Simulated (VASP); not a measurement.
# InP (Fm-3m) in VASP: notebook

The runs below take InP through single point, with PBEsol.

All numbers are computed with VASP 6.6.1; they aren't measurements. Logs are shortened: lines on timing, memory, paths and dates and some standing lists are left out, and cuts for length are marked.

## 1. The structure

The structure is cubic, space group Fm-3m (No. 225). Conventional cell: a = 5.729 Å, b = 5.729 Å, c = 5.729 Å, α = 90.00°, β = 90.00°, γ = 90.00°. In (site symmetry m-3m) is surrounded by 6 P at 2.86 Å. P (site symmetry m-3m) has 6 In at 2.86 Å as nearest neighbours.

Measurements of this composition are mostly on another form, of space group No. 216.

## 2. Single point, PBEsol

INCAR reads:

```
PREC = Accurate
ENCUT = 520
EDIFF = 1E-7
ISMEAR = 0
SIGMA = 0.05
LREAL = F
LASPH = T
NELM = 60
ALGO = Normal
ISIF = 2
LWAVE = F
LCHARG = T
GGA = PS
LELF = T
LVHAR = T
NBANDS = 16
```

KPOINTS reads:

```
regular mesh
0
Gamma
  10 10 10
```

POSCAR reads:

```
InP
1.0
    0.0000000000      2.8644851195      2.8644851195
    2.8644851195      0.0000000000      2.8644851195
    2.8644851195      2.8644851195      0.0000000000
In P
1 1
Direct
    0.0000000000      0.0000000000      0.0000000000
    0.5000000000      0.5000000000      0.5000000000
```

Potentials or basis: VASP PAW PBE potentials, release 64 (In_d, P).

Run with:

```sh
$ cat potpaw_PBE.64/In_d/POTCAR potpaw_PBE.64/P/POTCAR > POTCAR
$ mpirun -np 1 vasp_std > vasp.out
```

OUTCAR:

```text
PREC = Accurate
   ENCUT = 520
   EDIFF = 1E-7
   ISMEAR = 0
   LREAL = F
   LASPH = T
   NELM = 60
   ISIF = 2
   GGA = PS

 ion  position               nearest neighbor table
   1  0.000  0.000  0.000-   2 2.86   2 2.86   2 2.86   2 2.86   2 2.86   2 2.86
   2  0.500  0.500  0.500-   1 2.86   1 2.86   1 2.86   1 2.86   1 2.86   1 2.86

  LATTYP: Found a face centered cubic cell.
 ALAT       =     5.7289702390

  Lattice vectors:

 A1 = (   0.0000000000,   2.8644851195,   2.8644851195)
 A2 = (   2.8644851195,   0.0000000000,   2.8644851195)
 A3 = (   2.8644851195,   2.8644851195,   0.0000000000)

Analysis of symmetry for initial positions (statically):
=====================================================================
 Subroutine PRICEL returns:
 Original cell was already a primitive cell.

 Routine SETGRP: Setting up the symmetry group for a
 face centered cubic supercell.

 Subroutine GETGRP returns: Found 48 space group operations
 (whereof 48 operations were pure point group operations)
 out of a pool of 48 trial point group operations.

The static configuration has the point symmetry O_h .

Analysis of symmetry for dynamics (positions and initial velocities):
=====================================================================
 Subroutine PRICEL returns:
 Original cell was already a primitive cell.

 Routine SETGRP: Setting up the symmetry group for a
 face centered cubic supercell.

 Subroutine GETGRP returns: Found 48 space group operations
 (whereof 48 operations were pure point group operations)
 out of a pool of 48 trial point group operations.

The dynamic configuration has the point symmetry O_h .

 Subroutine INISYM returns: Found 48 space group operations
 (whereof 48 operations are pure point group operations),
 and found     1 'primitive' translations

----------------------------------------------------------------------------------------

                                     Primitive cell

  volume of cell :      47.0078

  direct lattice vectors                    reciprocal lattice vectors
     0.000000000  2.864485119  2.864485119    -0.174551439  0.174551439  0.174551439
     2.864485119  0.000000000  2.864485119     0.174551439 -0.174551439  0.174551439
     2.864485119  2.864485119  0.000000000     0.174551439  0.174551439 -0.174551439

  length of vectors
     4.050993705  4.050993705  4.050993705     0.302331961  0.302331961  0.302331961

  position of ions in fractional coordinates (direct lattice)
     0.000000000  0.000000000  0.000000000
     0.500000000  0.500000000  0.500000000

  ion indices of the primitive-cell ions
   primitive index   ion index
                 1           1
                 2           2

----------------------------------------------------------------------------------------

 KPOINTS: regular mesh

Automatic generation of k-mesh.
 Grid dimensions read from file:
 generate k-points for:   10   10   10

 Generating k-lattice:

  Cartesian coordinates                     Fractional coordinates (reciprocal lattice)
    -0.017455144  0.017455144  0.017455144     0.100000000  0.000000000  0.000000000
     0.017455144 -0.017455144  0.017455144     0.000000000  0.100000000  0.000000000
     0.017455144  0.017455144 -0.017455144     0.000000000  0.000000000  0.100000000

  Length of vectors
     0.030233196  0.030233196  0.030233196

  Shift w.r.t. Gamma in fractional coordinates (k-lattice)
     0.000000000  0.000000000  0.000000000

 Subroutine IBZKPT returns following result:
 ===========================================

 Found     47 irreducible k-points:

 Following reciprocal coordinates:
            Coordinates               Weight
  0.000000  0.000000  0.000000      1.000000
  0.100000  0.000000  0.000000      8.000000
  0.200000  0.000000  0.000000      8.000000
  0.300000  0.000000  0.000000      8.000000
  0.400000  0.000000  0.000000      8.000000
  0.500000  0.000000  0.000000      4.000000
[... 16 lines left out ...]
  0.300000  0.300000  0.000000      6.000000
  0.400000  0.300000  0.000000     24.000000
 [... further k-points ...]
   k-points           NKPTS =     47   k-points in BZ     NKDIM =     47   number of bands    NBANDS=     16
   number of dos      NEDOS =    301   number of ions     NIONS =      2
   total plane-waves  NPLWV =  27000
   dimension x,y,z NGX =    30 NGY =   30 NGZ =   30
   dimension x,y,z NGXF=    60 NGYF=   60 NGZF=   60
   ions per type =               1   1
   NGX,Y,Z   is equivalent  to a cutoff of  12.31, 12.31, 12.31 a.u.
   NGXF,Y,Z  is equivalent  to a cutoff of  24.62, 24.62, 24.62 a.u.
 SYSTEM =  unknown system
   PREC   = accura    normal or accurate (medium, high low for compatibility)
   ISTART =      0    job   : 0-new  1-cont  2-samecut
   ICHARG =      2    charge: 1-file 2-atom 10-const
   ISPIN  =      1    spin polarized calculation?
   LNONCOLLINEAR =      F non collinear calculations
   LSORBIT =      F    spin-orbit coupling
   LASPH  =      T    aspherical Exc in radial PAW
   ENCUT  =  520.0 eV  38.22 Ry    6.18 a.u.   7.53  7.53  7.53*2*pi/ulx,y,z
   NELM   =     60;   NELMIN=  2; NELMDL= -5     # of ELM steps
   EDIFF  = 0.1E-06   stopping-criterion for ELM
   LREAL  =      F    real-space projection
   EDIFFG = 0.1E-05   stopping-criterion for IOM
   NSW    =      0    number of steps for IOM
   IBRION =     -1    ionic relax: 0-MD 1-quasi-New 2-CG
   NFREE  =      0    steps in history (QN), initial steepest desc. (CG)
   ISIF   =      2    stress and relaxation
   ISYM   =      2    0-nonsym 1-usesym 2-fastsym
   POTIM  = 0.5000    time-step for ionic-motion
   TEBEG  =    0.0;   TEEND  =   0.0 temperature during run
   PSTRESS=    0.0 pullay stress
   NELECT =      18.0000    total number of electrons
   NUPDOWN=      -1.0000    fix difference up-down
   EMIN   =  10.00;   EMAX   =-10.00  energy-range for DOS
   EFERMI =   0.00;   METHOD = LEGACY
   ISMEAR =     0;   SIGMA  =   0.05  broadening in eV -4-tet -1-fermi 0-gaus
   EFERMI_NEDOS =   21; number of points for ismear=-14 and -15
   IALGO  =     38    algorithm
   IMIX   =      4    mixing-type and parameters
     AMIX     =   0.40;   BMIX     =  1.00
     AMIX_MAG =   1.60;   BMIX_MAG =  1.00
  volume/ion in A,a.u.               =      23.50       158.61
  Fermi-wavevector in a.u.,A,eV,Ry     =   1.188801  2.246508 19.228398  1.413247
  Thomas-Fermi vector in A             =   2.324922
   LORBIT       =      0    0 simple, 1 ext, 2 COOP (PROOUT), +10 PAW based schemes
   GGA     = PS    functional components
   LHFCALC =     F    Hartree Fock is set to
   AEXX    =    0.0000 exact exchange contribution
   IVDW    =     0    specifies the selected vdW correction
   LEPSILON=     F    determine dielectric tensor
   LRPA    =     F    only Hartree local field effects (RPA)
 non-spin polarized calculation
 Gauss-broadening in eV      SIGMA  =   0.05
  energy-cutoff  :      520.00
  volume of cell :       47.01
 maximum number of plane-waves:      1295
   NGX = 15   NGY = 15   NGZ = 15

 number of electron      17.9999996 magnetization

 Free energy of the ion-electron system (eV)
  ---------------------------------------------------
  ext. energy  EPLUGINS =         0.00000000
  ---------------------------------------------------
  free energy    TOTEN  =        -8.61294119 eV

  energy without entropy =       -8.61181373  energy(sigma->0) =       -8.61237746

 E-fermi :   5.6888     XC(G=0): -10.0937

 val. band max:        5.6697078809   @ k =  -0.3000   0.2000   0.0000
 cond. band min:       5.6930217882   @ k =   0.3000   0.0000   0.0000
 fundamental gap:      0.0233139073
 Fermi energy:         5.6888100885

 k-point     1 :       0.0000    0.0000    0.0000
  band No.  band energies     occupation
      1      -8.2691      2.00000
      2      -8.2691      2.00000
      3      -8.2531      2.00000
      4      -8.2531      2.00000
      5      -8.2531      2.00000
      6      -5.5847      2.00000
[... 8 lines left out ...]
     15      13.5407      0.00000
     16      13.5407      0.00000

 k-point     2 :       0.1000    0.0000    0.0000
  band No.  band energies     occupation
      1      -8.2723      2.00000
      2      -8.2723      2.00000
      3      -8.2531      2.00000
      4      -8.2485      2.00000
      5      -8.2485      2.00000
      6      -5.4743      2.00000
[... 8 lines left out ...]
     15      13.2546      0.00000
     16      13.6252      0.00000

 k-point     3 :       0.2000    0.0000    0.0000
  band No.  band energies     occupation
      1      -8.2828      2.00000
      2      -8.2828      2.00000
      3      -8.2535      2.00000
      4      -8.2340      2.00000
      5      -8.2340      2.00000
      6      -5.1517      2.00000
[... 8 lines left out ...]
     15      13.8176      0.00000
     16      13.8176      0.00000

 k-point     4 :       0.3000    0.0000    0.0000
  band No.  band energies     occupation
      1      -8.2965      2.00000
      2      -8.2965      2.00000
      3      -8.2547      2.00000
      4      -8.2152      2.00000
      5      -8.2152      2.00000
      6      -4.6549      2.00000
[... 8 lines left out ...]
     15      14.7985      0.00000
     16      14.7985      0.00000

 k-point     5 :       0.4000    0.0000    0.0000
  band No.  band energies     occupation
      1      -8.3077      2.00000
      2      -8.3077      2.00000
      3      -8.2563      2.00000
      4      -8.1998      2.00000
      5      -8.1998      2.00000
      6      -4.1019      2.00000
[... 8 lines left out ...]
     15      16.0076      0.00000
     16      16.0076      0.00000

 k-point     6 :       0.5000    0.0000    0.0000
  band No.  band energies     occupation
      1      -8.3120      2.00000
      2      -8.3120      2.00000
      3      -8.2570      2.00000
      4      -8.1939      2.00000
      5      -8.1939      2.00000
      6      -3.8158      2.00000
[... 8 lines left out ...]
     15      16.8037      0.00000
     16      16.8037      0.00000

 k-point     7 :       0.1000    0.1000    0.0000
  band No.  band energies     occupation
      1      -8.2806      2.00000
      2      -8.2659      2.00000
      3      -8.2568      2.00000
      4      -8.2459      2.00000
      5      -8.2459      2.00000
      6      -5.4355      2.00000
[... 8 lines left out ...]
     15      14.4237      0.00000
     16      14.4237      0.00000

 k-point     8 :       0.2000    0.1000    0.0000
  band No.  band energies     occupation
      1      -8.2953      2.00000
      2      -8.2690      2.00000
      3      -8.2583      2.00000
      4      -8.2368      2.00000
      5      -8.2326      2.00000
      6      -5.1784      2.00000
[... 8 lines left out ...]
     15      14.6230      0.00000
     16      14.6771      0.00000

 k-point     9 :       0.3000    0.1000    0.0000
  band No.  band energies     occupation
      1      -8.3115      2.00000
      2      -8.2805      2.00000
      3      -8.2565      2.00000
      4      -8.2248      2.00000
      5      -8.2135      2.00000
      6      -4.7308      2.00000
[... 8 lines left out ...]
     15      15.1100      0.00000
     16      15.3679      0.00000
[... 172 lines left out ...]
 k-point    19 :       0.5000    0.2000    0.0000
  band No.  band energies     occupation
      1      -8.3692      2.00000
      2      -8.2833      2.00000
      3      -8.2523      2.00000
      4      -8.2093      2.00000
      5      -8.1885      2.00000
      6      -3.5870      2.00000
[... 8 lines left out ...]
     15      17.1849      0.00000
     16      17.7262      0.00000

 k-point    20 :      -0.4000    0.2000    0.0000
  band No.  band energies     occupation
      1      -8.3567      2.00000
      2      -8.2931      2.00000
      3      -8.2423      2.00000
      4      -8.2128      2.00000
      5      -8.1942      2.00000
      6      -3.5108      2.00000
[... 8 lines left out ...]
     15      15.9266      0.00000
     16      16.5995      0.00000

 k-point    21 :      -0.3000    0.2000    0.0000
  band No.  band energies     occupation
      1      -8.3335      2.00000
      2      -8.2976      2.00000
      3      -8.2412      2.00000
      4      -8.2142      2.00000
      5      -8.2079      2.00000
      6      -3.9207      2.00000
[... 8 lines left out ...]
     15      15.7315      0.00000
     16      17.1668      0.00000

 k-point    22 :      -0.2000    0.2000    0.0000
  band No.  band energies     occupation
      1      -8.3076      2.00000
      2      -8.2967      2.00000
      3      -8.2479      2.00000
      4      -8.2225      2.00000
      5      -8.2148      2.00000
      6      -4.4628      2.00000
[... 8 lines left out ...]
     15      15.5484      0.00000
     16      16.9927      0.00000

 k-point    23 :       0.3000    0.3000    0.0000
  band No.  band energies     occupation
      1      -8.3918      2.00000
      2      -8.2783      2.00000
      3      -8.2467      2.00000
      4      -8.2009      2.00000
      5      -8.2009      2.00000
      6      -4.2534      2.00000
[... 8 lines left out ...]
     15      16.4712      0.00000
     16      17.9538      0.00000

 k-point    24 :       0.4000    0.3000    0.0000
  band No.  band energies     occupation
      1      -8.4198      2.00000
      2      -8.2789      2.00000
      3      -8.2485      2.00000
      4      -8.1926      2.00000
      5      -8.1881      2.00000
      6      -3.7884      2.00000
[... 8 lines left out ...]
     15      17.3000      0.00000
     16      18.4059      0.00000

 [... further k-points ...]
[... 5 lines left out ...]
  --------------------------------------------------------------------------------------
  -------------------------------------------------------------------------------------
  Total       -2.5099357     -2.5099357     -2.5099357      0.0000000      0.0000000     -0.0000000
  in kB      -85.5467417    -85.5467417    -85.5467417      0.0000000      0.0000000     -0.0000000
  external PRESSURE =     -85.5467417 kB  Pullay stress =       0.0000000 kB

 VOLUME and BASIS-vectors are now :
 -----------------------------------------------------------------------------
  energy-cutoff  :      520.00
  volume of cell :       47.01
      direct lattice vectors                 reciprocal lattice vectors
     0.000000000  2.864485119  2.864485119    -0.174551439  0.174551439  0.174551439
     2.864485119  0.000000000  2.864485119     0.174551439 -0.174551439  0.174551439
     2.864485119  2.864485119  0.000000000     0.174551439  0.174551439 -0.174551439

 POSITION                                       TOTAL-FORCE (eV/Angst)
 -----------------------------------------------------------------------------------
      0.00000      0.00000      0.00000         0.000000     -0.000000      0.000000
      2.86449      2.86449      2.86449        -0.000000      0.000000     -0.000000
 -----------------------------------------------------------------------------------
    total drift:                               -0.000000      0.000000      0.000000

  FREE ENERGIE OF THE ION-ELECTRON SYSTEM (eV)
  ---------------------------------------------------
  free  energy   TOTEN  =        -8.6129411876 eV

  energy  without entropy=       -8.6118137348  energy(sigma->0) =       -8.61237746
```

It took 36 s on 1 thread of Intel Xeon Platinum 8259CL at 2.50GHz (Skylake/Cascade Lake), shared host; peak memory 0.18 GiB.

What came out:

- Free energy: -8.6129 eV
- Pressure: -8.6 GPa
- Band gap on the k mesh: none (metal or under the smearing width)

Caveat: the PAW data sets were made with another functional, which shifts forces and pressure a little.

[end of part 1 of 2]
